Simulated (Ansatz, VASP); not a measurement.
**One calculation of V, two programs**

```
V
1.0
     2.29552    0.00000    0.00000
     0.00000    2.29552    0.00000
     0.00000    0.00000   23.80000
V
1
Direct
  0.50000 0.50000 0.29412
```

Alike in both runs: functional LDA; k mesh 11 × 11 × 1; occupations fermi-dirac, width 0.05 eV; collinear spin.

|  | VASP | Ansatz |
| --- | --- | --- |
| version | VASP 6.6.1 | Ansatz 0.2.0 |
| potentials or method | VASP PAW LDA potentials, release 64 (V_sv), cutoff 520 eV | all-electron LAPW, scalar-relativistic |
| task | single point | work function |

```csv
,VASP,Ansatz,Ansatz less VASP
gap on the k mesh at the Fermi level (eV),none,none,-
net moment per atom (μB),0.00,0.00,0.000
```

A gap of «none» marks a metal or a gap that the smearing closes. Ansatz ran all-electron here, so the differences hold the error of VASP's frozen core and of both bases.

Caveats: the starting moments weren't kept (Ansatz).
